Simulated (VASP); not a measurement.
Here is a VASP 6.6.1 calculation.

The input INCAR:

```
ALGO     = Normal         # electronic algorithm
EDIFF    = 1E-7           # SCF threshold, eV
ENCUT    = 520            # plane-wave cutoff, eV
GGA      = PE             # functional
ISIF     = 2              # what is computed and relaxed
ISMEAR   = 0              # smearing method
LASPH    = True           # aspherical terms in the spheres
LCHARG   = False          # write CHGCAR
LREAL    = False          # projectors in reciprocal space
LWAVE    = False          # write WAVECAR
NELM     = 60             # most SCF steps
PREC     = Accurate       # precision mode
SIGMA    = 0.1            # smearing width, eV
```

Contents of KPOINTS:

```
k-points
0
Gamma
  12 12 6
```

Contents of POSCAR:

```
Ti
1.0
    2.9500000000      0.0000000000      0.0000000000
   -1.4750000000      2.5547749400      0.0000000000
    0.0000000000      0.0000000000      4.6800000000
Ti
2
Direct
    0.3333333300      0.6666666700      0.2500000000
    0.6666666700      0.3333333300      0.7500000000
```

Potentials or basis: VASP PAW PBE potentials, release 64 (Ti_sv).

Command:

```console
$ cat potpaw_PBE.64/Ti_sv/POTCAR > POTCAR
$ mpirun -np 1 vasp_std > vasp.out
```

(1) Predict the band gap on the k mesh.

(2) Predict the pressure.

## Answers

(1) none (metal or under the smearing width).

(2) -1.8 GPa.
